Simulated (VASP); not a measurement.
**Results of a VASP single-point calculation on ZnSe (strained zincblende)**

POSCAR

```
Zn Se
 1.0000000000000000
     0.0000000000000000    2.7757722707000001    2.8980852750000001
     2.7757722707000001    0.0000000000000000    2.8980852750000001
     2.7757722707000001    2.7757722707000001    0.0000000000000000
 Zn  Se
   1   1
Cartesian
  0.0000000000000000  0.0000000000000000  0.0000000000000000
  1.3878861353500000  1.3878861353500000  1.4490426374999998
```

```
gap between bands v and c : 1.88 eV
least direct gap          : 1.88 eV
```

Band v is the last that the valence electrons fill when counted band by band, and c is the next. Levels in eV from the top of v:

```
point    v−1      v     c   c+1
    Γ   0.00   0.00  1.88  6.25
    X  -2.19  -2.19  3.39  4.10
    K  -3.29  -2.02  3.81  5.91
    L  -1.10  -0.83  3.00  6.66
    W  -2.93  -2.86  5.88  6.21
```

Question: Which of these levels of theory gave these results?
A. r²SCAN
B. PBE0
C. PBE with spin–orbit coupling
D. PBE
E. LDA
F. HSE06
G. PBEsol

Answer: A.

The INCAR was:

```
SIGMA = 0.01
LREAL = .FALSE.
ISMEAR = 0
ALGO = Normal
LASPH = .TRUE.
ENCUT = 520
PREC = Accurate
NELM = 120
EDIFF = 1E-7
LWAVE = .FALSE.
METAGGA = R2SCAN
NBANDS = 16
LCHARG = .FALSE.
ISIF = 2
IBRION = -1
NSW = 0
```
